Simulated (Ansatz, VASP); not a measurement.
One calculation of AlNi, two programs

Contents of INCAR:

```
PREC     = Accurate       # precision mode
ENCUT    = 520            # plane-wave cutoff, eV
EDIFF    = 1E-6           # SCF threshold, eV
ISMEAR   = -1             # smearing method
SIGMA    = 0.08           # smearing width, eV
LREAL    = False          # projectors in reciprocal space
LASPH    = True           # aspherical terms in the spheres
NELM     = 80             # most SCF steps
ALGO     = Normal         # electronic algorithm
ISIF     = 2              # what is computed and relaxed
LWAVE    = False          # write WAVECAR
LCHARG   = False          # write CHGCAR
GGA      = PS             # functional
NBANDS   = 14             # bands
```

Contents of KPOINTS:

```
regular mesh
0
Gamma
  14 14 14
```

Contents of POSCAR:

```
AlNi
1.0
    0.0000000000      2.0688949232      2.0688949232
    2.0688949232      0.0000000000      2.0688949232
    2.0688949232      2.0688949232      0.0000000000
Ni Al
1 1
Direct
    0.0000000000      0.0000000000      0.0000000000
    0.5000000000      0.5000000000      0.5000000000
```

Input for Ansatz:

```yaml
crystal:
  lattice:
    - [0.0, 2.0688949232, 2.0688949232]
    - [2.0688949232, 0.0, 2.0688949232]
    - [2.0688949232, 2.0688949232, 0.0]
  atoms:
    - { symbol: Ni, position: [0.0, 0.0, 0.0] }
    - { symbol: Al, position: [0.5, 0.5, 0.5] }
kpoints:
  mp_grid: { grid: [14, 14, 14] }
scf:
  occupations: { method: fermi_dirac, width: 0.08 }
hamiltonian:
  xc: pbesol
  pseudopotentials: { kind: paw }
output:
  forces: true
  stress: true
  eigenvalues: true
  populations: true
```

Change from the starting cell: volume scaled by 0.64, PAW files.

Alike in both runs: task single point; functional PBEsol; k mesh 14 × 14 × 14; occupations fermi-dirac, width 0.08 eV; no spin polarisation.

|  | VASP | Ansatz |
| --- | --- | --- |
| version | VASP 6.6.1 | Ansatz 0.2.0 |
| potentials or method | VASP PAW PBE potentials, release 64 (Ni, Al) | PAW with Ansatz's default frozen-core files, scalar-relativistic |
| plane-wave cutoff (eV) | 520 | 420 |
| valence electrons in the cell | 13 | 21 |

|  | VASP | Ansatz | Ansatz less VASP |
| --- | --- | --- | --- |
| pressure (GPa) | 137.8 | 136.8 | -0.97 |

The two sets of potentials don't hold the same shells in valence.

Caveats: the cell as given lies far from equilibrium; so large a pressure means that the cell lies far from this level's equilibrium, or that cutoff or potentials fall short (VASP); the potentials were made for another functional, which shifts forces and pressure (VASP). Spin polarisation is off, so any magnetic state and its effect on volume and gap are missing.
